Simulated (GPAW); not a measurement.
A calculation with GPAW 26.7.0 of ZrS2 (ASE script, structure typed inline):

File run.py:

```python
from ase import Atoms
from ase.dft.bandgap import bandgap
from ase.io import write
from ase.units import Bohr, GPa
from gpaw import GPAW, PW
from gpaw.elf import elf_from_dft_calculation

atoms = Atoms(['Zr', 'S', 'S'],
              cell=[[3.6913825498, 0.0, 0.0],
                    [-1.8456912749, 3.1968310632, 0.0],
                    [0.0, 0.0, 6.04107701]],
              scaled_positions=[[0.0, 0.0, 0.0],
                                [0.3333333333, 0.6666666667, 0.23790997],
                                [0.6666666667, 0.3333333333, 0.76209003]],
              pbc=True)

calc = GPAW(mode=PW(600),
            xc='PBE',
            kpts={'size': (8, 8, 5), 'gamma': True},
            occupations={'name': 'fermi-dirac', 'width': 0.05},
            nbands=24,
            convergence={'density': 1e-05, 'energy': 1e-05},
            maxiter=150,
            txt='gpaw.txt')
atoms.calc = calc
energy = atoms.get_potential_energy()
forces = atoms.get_forces()
stress = atoms.get_stress()
calc.write('gs.gpw')
write('result.traj', atoms)
print(f'Energy: {energy:.6f} eV')
print('Forces (eV/A):')
print(forces.round(4))
print('Stress (GPa):', (stress / GPa).round(3))
print('Fermi level:', round(calc.get_fermi_level(), 4), 'eV')
print(f'Gap: {bandgap(calc)[0]:.4f} eV, direct: {bandgap(calc, direct=True)[0]:.4f} eV')

# fields on the real-space grid
write('density.cube', atoms, data=calc.get_pseudo_density() * Bohr**3)
write('potential.cube', atoms, data=calc.get_electrostatic_potential())
write('elf.cube', atoms, data=elf_from_dft_calculation(calc).data)
```

Potentials or basis: GPAW PAW data sets (gpaw-data 1.2.1), pw.

Command:

```sh
$ OMP_NUM_THREADS=1 python run.py
```

The cell is a database's computed one.

Task: Write the same calculation in another form: cli, structure from a POSCAR.

Result: As run:

The input POSCAR:

```
ZrS2
1.0
    3.6913825498      0.0000000000      0.0000000000
   -1.8456912749      3.1968310632      0.0000000000
    0.0000000000      0.0000000000      6.0410770100
Zr S
1 2
Direct
    0.0000000000      0.0000000000      0.0000000000
    0.3333333333      0.6666666667      0.2379099700
    0.6666666667      0.3333333333      0.7620900300
```

Potentials or basis: GPAW PAW data sets (gpaw-data 1.2.1), pw.

The run is started by

```bash
$ OMP_NUM_THREADS=1 gpaw run POSCAR -p 'mode=PW(600),xc=PBE,kpts={size:(8,8,5),gamma:True},occupations={name:fermi-dirac,width:0.05},nbands=24,convergence={density:1e-05,energy:1e-05},maxiter=150,txt=gpaw.txt' --properties efs -w gs.gpw
```

Both were run:

|  | ASE script, structure typed inline | cli, structure from a POSCAR |
| --- | --- | --- |
| Pressure | 0.2 GPa | 0.2 GPa |
| Largest force | 0.016 eV/Å | 0.016 eV/Å |
| Band gap on the k mesh | 1.05 eV, indirect (least direct gap 1.63 eV) | 1.05 eV, indirect (least direct gap 1.63 eV) |

Keys that steer only the numerical path or the files written may differ.

Caveat: an odd mesh through Γ misses points on the zone boundary, where band edges often lie; this functional lacks dispersion, which binds the layers, so the pressure and a relaxed spacing across them are unreliable.
